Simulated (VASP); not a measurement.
# HPt16 in VASP: a series of runs

Runs on HPt16. Level: PBE. Tasks: single point.

Program: VASP 6.6.1. These are calculated values, not measurements. Logs are shortened: lines on timing, memory, paths and dates and some standing lists are left out, and cuts for length are marked.

## Step 1: Starting point

The cell holds a slab with vacuum, 17 atoms: a = 5.615 Å, b = 5.615 Å, c = 25.876 Å, α = 90.00°, β = 90.00°, γ = 120.00°.

## Step 2: Single point, PBE

Input file INCAR:

```
SYSTEM = HPt16
PREC = Accurate
ENCUT = 520
EDIFF = 1E-6
ISMEAR = 0
SIGMA = 0.1
LREAL = Auto
LASPH = .TRUE.
NELM = 100
ALGO = Fast
ISIF = 2
LWAVE = .FALSE.
LCHARG = .FALSE.
LDIPOL = .TRUE.
IDIPOL = 3
DIPOL = 0.5 0.5 0.471
GGA = PE
NBANDS = 94
```

Input file KPOINTS:

```
regular mesh
0
G
  6 6 1
  0 0 0
```

Input file POSCAR:

```
HPt16
1.0
    5.6145890053      0.0000000000      0.0000000000
   -2.8072945027      4.8623767104      0.0000000000
    0.0000000000      0.0000000000     25.8764390892
Pt H
16 1
Direct
    0.3333333333      0.1666666667      0.3284841462
    0.3333333333      0.6666666667      0.3284841462
    0.8333333333      0.1666666667      0.3284841462
    0.8333333333      0.6666666667      0.3284841462
    0.6666666667      0.3333333333      0.4170645863
    0.6666666667      0.8333333333      0.4170645863
    0.1666666667      0.3333333333      0.4170645863
    0.1666666667      0.8333333333      0.4170645863
   -0.0010007034      0.4994996483      0.5049025791
    0.0000000000      0.0000000000      0.5051873315
    0.5005003517      0.4994996483      0.5049025791
    0.5005003517      0.0010007034      0.5049025791
    0.3333333333      0.6666666667      0.5926032709
    0.3388238388      0.1694119194      0.5957391907
    0.8305880806      0.6611761612      0.5957391907
    0.8305880806      0.1694119194      0.5957391907
    0.0000000000      0.0000000000      0.6290178090
```

Potentials or basis: VASP PAW PBE potentials, release 64 (Pt, H).

Launch:

```sh
cat potpaw_PBE.64/Pt/POTCAR potpaw_PBE.64/H/POTCAR > POTCAR
mpirun -np 1 vasp_std > vasp.out
```

OUTCAR:

```text
SYSTEM = HPt16
   PREC = Accurate
   ENCUT = 520
   EDIFF = 1E-6
   ISMEAR = 0
   LREAL = Auto
   LASPH = .TRUE.
   NELM = 100
   ISIF = 2
   GGA = PE

 ion  position               nearest neighbor table
   1  0.333  0.167  0.328-   7 2.81   5 2.81   8 2.81   4 2.81   4 2.81   3 2.81   3 2.81   2 2.81
                             2 2.81
   2  0.333  0.667  0.328-   8 2.81   6 2.81   7 2.81   3 2.81   3 2.81   4 2.81   4 2.81   1 2.81
                             1 2.81
   3  0.833  0.167  0.328-   5 2.81   7 2.81   6 2.81   2 2.81   2 2.81   1 2.81   1 2.81   4 2.81
                             4 2.81
   4  0.833  0.667  0.328-   6 2.81   8 2.81   5 2.81   1 2.81   1 2.81   2 2.81   2 2.81   3 2.81
                             3 2.81
   5  0.667  0.333  0.417-   9 2.79  12 2.79  11 2.79   3 2.81   1 2.81   4 2.81   8 2.81   8 2.81
                             7 2.81   7 2.81   6 2.81   6 2.81
   6  0.667  0.833  0.417-  11 2.79  12 2.79  10 2.80   4 2.81   2 2.81   3 2.81   7 2.81   7 2.81
                             8 2.81   8 2.81   5 2.81   5 2.81
   7  0.167  0.333  0.417-  11 2.79   9 2.79  10 2.80   1 2.81   3 2.81   2 2.81   6 2.81   6 2.81
                             5 2.81   5 2.81   8 2.81   8 2.81
   8  0.167  0.833  0.417-  12 2.79   9 2.79  10 2.80   2 2.81   4 2.81   1 2.81   5 2.81   5 2.81
                             6 2.81   6 2.81   7 2.81   7 2.81
   9  0.999  0.499  0.505-   5 2.79  13 2.79   8 2.79   7 2.79  12 2.80  11 2.80  10 2.81  10 2.81
                            12 2.82  11 2.82  16 2.85  15 2.85
  10  0.000  0.000  0.505-   6 2.80   7 2.80   8 2.80  11 2.81  11 2.81  12 2.81  12 2.81   9 2.81
                             9 2.81  14 2.86  15 2.86  16 2.86
  11  0.501  0.499  0.505-   5 2.79  13 2.79   7 2.79   6 2.79   9 2.80  12 2.80  10 2.81  10 2.81
                             9 2.82  12 2.82  15 2.85  14 2.85
  12  0.501  0.001  0.505-   5 2.79  13 2.79   8 2.79   6 2.79   9 2.80  11 2.80  10 2.81  10 2.81
                             9 2.82  11 2.82  16 2.85  14 2.85
  13  0.333  0.667  0.593-   9 2.79  12 2.79  11 2.79  15 2.81  14 2.81  16 2.81  16 2.81  15 2.81
                            14 2.81
  14  0.339  0.169  0.596-  17 1.86  15 2.76  16 2.76  13 2.81  13 2.81  11 2.85  12 2.85  15 2.85
                            16 2.85  10 2.86
  15  0.831  0.661  0.596-  17 1.86  14 2.76  16 2.76  13 2.81  13 2.81  11 2.85   9 2.85  14 2.85
                            16 2.85  10 2.86
  16  0.831  0.169  0.596-  17 1.86  14 2.76  15 2.76  13 2.81  13 2.81  12 2.85   9 2.85  14 2.85
                            15 2.85  10 2.86
  17  0.000  0.000  0.629-  14 1.86  15 1.86  16 1.86

  LATTYP: Found a hexagonal cell.
 ALAT       =     5.6145890053
 C/A-ratio  =     4.6087859797

  Lattice vectors:

 A1 = (   5.6145890053,   0.0000000000,   0.0000000000)
 A2 = (  -2.8072945027,   4.8623767104,   0.0000000000)
 A3 = (   0.0000000000,   0.0000000000,  25.8764390892)

Analysis of symmetry for initial positions (statically):
=====================================================================
 Subroutine PRICEL returns:
 Original cell was already a primitive cell.

 Routine SETGRP: Setting up the symmetry group for a
 hexagonal supercell.

 Subroutine GETGRP returns: Found  6 space group operations
 (whereof  6 operations were pure point group operations)
 out of a pool of 24 trial point group operations.

The static configuration has the point symmetry C_3v.

Analysis of symmetry for dynamics (positions and initial velocities):
=====================================================================
 Subroutine PRICEL returns:
 Original cell was already a primitive cell.

 Routine SETGRP: Setting up the symmetry group for a
 hexagonal supercell.

 Subroutine GETGRP returns: Found  6 space group operations
 (whereof  6 operations were pure point group operations)
 out of a pool of 24 trial point group operations.

The dynamic configuration has the point symmetry C_3v.

 Subroutine INISYM returns: Found  6 space group operations
 (whereof  6 operations are pure point group operations),
 and found     1 'primitive' translations

----------------------------------------------------------------------------------------

                                     Primitive cell

  volume of cell :     706.4332

  direct lattice vectors                    reciprocal lattice vectors
     5.614589005  0.000000000  0.000000000     0.178107427  0.102830371  0.000000000
    -2.807294503  4.862376710  0.000000000     0.000000000  0.205660742  0.000000000
     0.000000000  0.000000000 25.876439089     0.000000000  0.000000000  0.038645194

  length of vectors
     5.614589005  5.614589005 25.876439089     0.205660742  0.205660742  0.038645194

  position of ions in fractional coordinates (direct lattice)
     0.333333333  0.166666667  0.328484146
     0.333333333  0.666666667  0.328484146
     0.833333333  0.166666667  0.328484146
     0.833333333  0.666666667  0.328484146
     0.666666667  0.333333333  0.417064586
     0.666666667  0.833333333  0.417064586
[... 9 lines left out ...]
     0.830588081  0.169411919  0.595739191
     0.000000000  0.000000000  0.629017809

  ion indices of the primitive-cell ions
   primitive index   ion index
                 1           1
                 2           2
                 3           3
                 4           4
                 5           5
                 6           6
[... 9 lines left out ...]
                16          16
                17          17

----------------------------------------------------------------------------------------

 KPOINTS: regular mesh

Automatic generation of k-mesh.
 Grid dimensions read from file:
 generate k-points for:    6    6    1

 Generating k-lattice:

  Cartesian coordinates                     Fractional coordinates (reciprocal lattice)
     0.029684571  0.017138395  0.000000000     0.166666667  0.000000000  0.000000000
     0.000000000  0.034276790  0.000000000     0.000000000  0.166666667  0.000000000
     0.000000000  0.000000000  0.038645194     0.000000000  0.000000000  1.000000000

  Length of vectors
     0.034276790  0.034276790  0.038645194

  Shift w.r.t. Gamma in fractional coordinates (k-lattice)
     0.000000000  0.000000000  0.000000000

 Subroutine IBZKPT returns following result:
 ===========================================

 Found      7 irreducible k-points:

 Following reciprocal coordinates:
            Coordinates               Weight
  0.000000  0.000000  0.000000      1.000000
  0.166667  0.000000  0.000000      6.000000
  0.333333 -0.000000  0.000000      6.000000
  0.500000  0.000000  0.000000      3.000000
  0.166667  0.166667  0.000000      6.000000
  0.333333  0.166667  0.000000     12.000000
  0.333333  0.333333  0.000000      2.000000
   k-points           NKPTS =      7   k-points in BZ     NKDIM =      7   number of bands    NBANDS=     94
   number of dos      NEDOS =    301   number of ions     NIONS =     17
   total plane-waves  NPLWV = 338688
   dimension x,y,z NGX =    42 NGY =   42 NGZ =  192
   dimension x,y,z NGXF=    84 NGYF=   84 NGZF=  384
   ions per type =              16   1
   NGX,Y,Z   is equivalent  to a cutoff of  12.44, 12.44, 12.34 a.u.
   NGXF,Y,Z  is equivalent  to a cutoff of  24.87, 24.87, 24.67 a.u.
 SYSTEM =  HPt16
   PREC   = accura    normal or accurate (medium, high low for compatibility)
   ISTART =      0    job   : 0-new  1-cont  2-samecut
   ICHARG =      2    charge: 1-file 2-atom 10-const
   ISPIN  =      1    spin polarized calculation?
   LNONCOLLINEAR =      F non collinear calculations
   LSORBIT =      F    spin-orbit coupling
   LASPH  =      T    aspherical Exc in radial PAW
   ENCUT  =  520.0 eV  38.22 Ry    6.18 a.u.  10.44 10.44 48.11*2*pi/ulx,y,z
   NELM   =    100;   NELMIN=  2; NELMDL= -5     # of ELM steps
   EDIFF  = 0.1E-05   stopping-criterion for ELM
   LREAL  =      T    real-space projection
   EDIFFG = 0.1E-04   stopping-criterion for IOM
   NSW    =      0    number of steps for IOM
   IBRION =     -1    ionic relax: 0-MD 1-quasi-New 2-CG
   NFREE  =      0    steps in history (QN), initial steepest desc. (CG)
   ISIF   =      2    stress and relaxation
   ISYM   =      2    0-nonsym 1-usesym 2-fastsym
   POTIM  = 0.5000    time-step for ionic-motion
   TEBEG  =    0.0;   TEEND  =   0.0 temperature during run
   PSTRESS=    0.0 pullay stress
   NELECT =     161.0000    total number of electrons
   NUPDOWN=      -1.0000    fix difference up-down
   EMIN   =  10.00;   EMAX   =-10.00  energy-range for DOS
   EFERMI =   0.00;   METHOD = LEGACY
   ISMEAR =     0;   SIGMA  =   0.10  broadening in eV -4-tet -1-fermi 0-gaus
   EFERMI_NEDOS =   21; number of points for ismear=-14 and -15
   IALGO  =     68    algorithm
   IMIX   =      4    mixing-type and parameters
     AMIX     =   0.40;   BMIX     =  1.00
     AMIX_MAG =   1.60;   BMIX_MAG =  1.00
  volume/ion in A,a.u.               =      41.55       280.43
  Fermi-wavevector in a.u.,A,eV,Ry     =   0.999984  1.889696 13.605393  0.999968
  Thomas-Fermi vector in A             =   2.132310
   LORBIT       =      0    0 simple, 1 ext, 2 COOP (PROOUT), +10 PAW based schemes
   GGA     = PE    functional components
   LHFCALC =     F    Hartree Fock is set to
   AEXX    =    0.0000 exact exchange contribution
   IVDW    =     0    specifies the selected vdW correction
   LEPSILON=     F    determine dielectric tensor
   LRPA    =     F    only Hartree local field effects (RPA)
 non-spin polarized calculation
 RMM-DIIS sequential band-by-band and
 Gauss-broadening in eV      SIGMA  =   0.10
  energy-cutoff  :      520.00
  volume of cell :      706.43
 maximum number of plane-waves:     19129
 NGX is ok and might be reduce to    42
   NGX = 21   NGY = 21   NGZ = 97

 dipolmoment           0.000000      0.000000      0.000008 electrons x Angstroem

 number of electron     160.9999983 magnetization

 dipolmoment           0.000000      0.000000     -0.009659 electrons x Angstroem

 Free energy of the ion-electron system (eV)
  ---------------------------------------------------
  ext. energy  EPLUGINS =         0.00000000
  ---------------------------------------------------
  free energy    TOTEN  =       -96.54847055 eV

  energy without entropy =      -96.41259100  energy(sigma->0) =      -96.48053078

 E-fermi :   0.1104     XC(G=0):  -5.4304

 val. band max:        0.1092873805   @ k =   0.3333  -0.0000   0.0000
 cond. band min:       0.1206263972   @ k =   0.5000   0.0000   0.0000
 fundamental gap:      0.0113390167
 Fermi energy:         0.1103760449

 k-point     1 :       0.0000    0.0000    0.0000
  band No.  band energies     occupation
      1      -9.2330      2.00000
      2      -8.3415      2.00000
      3      -7.3761      2.00000
      4      -6.6631      2.00000
      5      -6.4093      2.00000
      6      -6.3929      2.00000
[... 84 lines left out ...]
     91       2.4600      0.00000
     92       2.7845      0.00000

 k-point     2 :       0.1667    0.0000    0.0000
  band No.  band energies     occupation
      1      -9.0007      2.00000
      2      -8.1408      2.00000
      3      -7.1784      2.00000
      4      -6.4399      2.00000
      5      -6.4098      2.00000
      6      -6.2412      2.00000
[... 464 lines left out ...]
     91       2.8702      0.00000
     92       3.4395      0.00000

 k-point     7 :       0.3333    0.3333    0.0000
  band No.  band energies     occupation
      1      -7.3501      2.00000
      2      -6.8360      2.00000
      3      -6.8100      2.00000
      4      -6.6548      2.00000
      5      -5.9049      2.00000
      6      -5.8739      2.00000
[... 84 lines left out ...]
     91       2.8880      0.00000
     92       2.9365      0.00000
 [bands above 92 left out]

------------------------ aborting loop because EDIFF is reached ----------------------------------------

 vacuum level on the upper side and lower side of the slab       (xc-potential included)        -0.190        -0.126

  FORCE on cell =-STRESS in cart. coord.  units (eV):
  Direction    XX          YY          ZZ          XY          YZ          ZX
  --------------------------------------------------------------------------------------
  -------------------------------------------------------------------------------------
  Total      -16.2605530    -16.2605530     -0.1305538      0.0000000      0.0000000      0.0000000
  in kB      -36.8786326    -36.8786326     -0.2960936      0.0000000      0.0000000      0.0000000
  external PRESSURE =     -24.6844529 kB  Pullay stress =       0.0000000 kB

 VOLUME and BASIS-vectors are now :
 -----------------------------------------------------------------------------
  energy-cutoff  :      520.00
  volume of cell :      706.43
      direct lattice vectors                 reciprocal lattice vectors
     5.614589005  0.000000000  0.000000000     0.178107427  0.102830371  0.000000000
    -2.807294503  4.862376710  0.000000000     0.000000000  0.205660742  0.000000000
     0.000000000  0.000000000 25.876439089     0.000000000  0.000000000  0.038645194

 POSITION                                       TOTAL-FORCE (eV/Angst)
 -----------------------------------------------------------------------------------
      1.40365      0.81040      8.50000         0.014323      0.008270     -0.037676
     -0.00000      3.24158      8.50000        -0.000000      0.000000     -0.040326
      4.21094      0.81040      8.50000        -0.014323      0.008270     -0.037676
      2.80729      3.24158      8.50000         0.000000     -0.016539     -0.037676
      2.80729      1.62079     10.79215        -0.000000      0.000000      0.147374
      1.40365      4.05198     10.79215         0.021080      0.012171      0.025620
[... 9 lines left out ...]
      4.18782      0.82374     15.41561        -0.012647      0.007302     -0.012256
      0.00000      0.00000     16.27674        -0.000000      0.000000      0.020671
 -----------------------------------------------------------------------------------
    total drift:                                0.000000     -0.000000      0.011334

  FREE ENERGIE OF THE ION-ELECTRON SYSTEM (eV)
  ---------------------------------------------------
  free  energy   TOTEN  =       -96.5484705545 eV

  energy  without entropy=      -96.4125910031  energy(sigma->0) =      -96.48053078

 vacuum level on the upper side and lower side of the slab         5.569         5.635
```

It took 16 min on 1 thread of AMD EPYC 9R45 (Zen 5), shared host; peak memory 0.83 GiB.

Results:

```
Free energy            : -96.5485 eV
Largest force          : 0.147 eV/Å
Band gap on the k mesh : none (metal or under the smearing width)
```

Forces in eV/Å, atoms in the order of the input:
```
Pt   0.014  0.008 -0.038
Pt   0.000  0.000 -0.040
Pt  -0.014  0.008 -0.038
Pt   0.000 -0.017 -0.038
Pt   0.000  0.000  0.147
Pt   0.021  0.012  0.026
Pt   0.000 -0.024  0.026
Pt  -0.021  0.012  0.026
Pt   0.009  0.005 -0.009
Pt   0.000  0.000 -0.004
Pt  -0.009  0.005 -0.009
Pt   0.000 -0.011 -0.009
Pt   0.000  0.000 -0.022
Pt   0.013  0.007 -0.012
Pt   0.000 -0.015 -0.012
Pt  -0.013  0.007 -0.012
H    0.000  0.000  0.021
```

## Step 3: Single point, PBE (clean slab, lower half held)

Input file INCAR:

```
SYSTEM = Pt
PREC = Accurate
ENCUT = 520
EDIFF = 1E-6
ISMEAR = 0
SIGMA = 0.1
LREAL = .FALSE.
LASPH = .TRUE.
NELM = 100
ALGO = Fast
ISIF = 2
LWAVE = .FALSE.
LCHARG = .FALSE.
LDIPOL = .TRUE.
IDIPOL = 3
DIPOL = 0.5 0.5 0.499
GGA = PE
NBANDS = 50
```

Input file KPOINTS:

```
regular mesh
0
G
  6 12 1
  0 0 0
```

Input file POSCAR:

```
Pt
1.0
    5.6145890053      0.0000000000      0.0000000000
   -1.4036472513      2.4311883552      0.0000000000
    0.0000000000      0.0000000000     23.8764390892
Pt
8
Direct
    0.3333333333      0.3333333333      0.3559994842
    0.8333333333      0.3333333333      0.3559994842
    0.6666666667      0.6666666667      0.4519998281
    0.1666666667      0.6666666667      0.4519998281
   -0.0000000148     -0.0000000148      0.5468140058
    0.4999999852     -0.0000000148      0.5468140058
    0.3333333260      0.3333333260      0.6431289043
    0.8333333260      0.3333333260      0.6431289043
```

Potentials or basis: VASP PAW PBE potentials, release 64 (Pt).

Launch:

```sh
cat potpaw_PBE.64/Pt/POTCAR > POTCAR
mpirun -np 1 vasp_std > vasp.out
```

It took 12 min on 1 thread of Intel Xeon Platinum 8488C (Sapphire Rapids), shared host; peak memory 0.61 GiB.

The run converged. Its results:

```
Free energy            : -46.3704 eV
Largest force          : 0.034 eV/Å
Band gap on the k mesh : none (metal or under the smearing width)
```

Forces in eV/Å, atoms in the order of the input:
```
Pt   0.000  0.000 -0.028
Pt   0.000  0.000 -0.028
Pt   0.000  0.000  0.034
Pt   0.000  0.000  0.034
Pt   0.000  0.000  0.011
Pt   0.000  0.000  0.011
Pt   0.000  0.000 -0.017
Pt   0.000  0.000 -0.017
```

Levels at points of the mesh, in eV from the Fermi level:
```tsv
k point	band 37	band 38	band 39	band 40	band 41	band 42	band 43	band 44
(0.00, 0.00, 0.00)	-0.18	-0.11	0.00	0.00	0.07	0.25	0.52	0.56
(0.50, 0.00, 0.00)	-1.17	-1.17	-1.00	-1.00	-0.50	-0.50	0.07	0.07
(0.00, 0.50, 0.00)	0.52	0.52	0.56	0.56	1.00	1.00	2.41	2.41
(0.50, 0.50, 0.00)	0.06	0.06	0.30	0.30	1.96	1.96	2.49	2.49
```
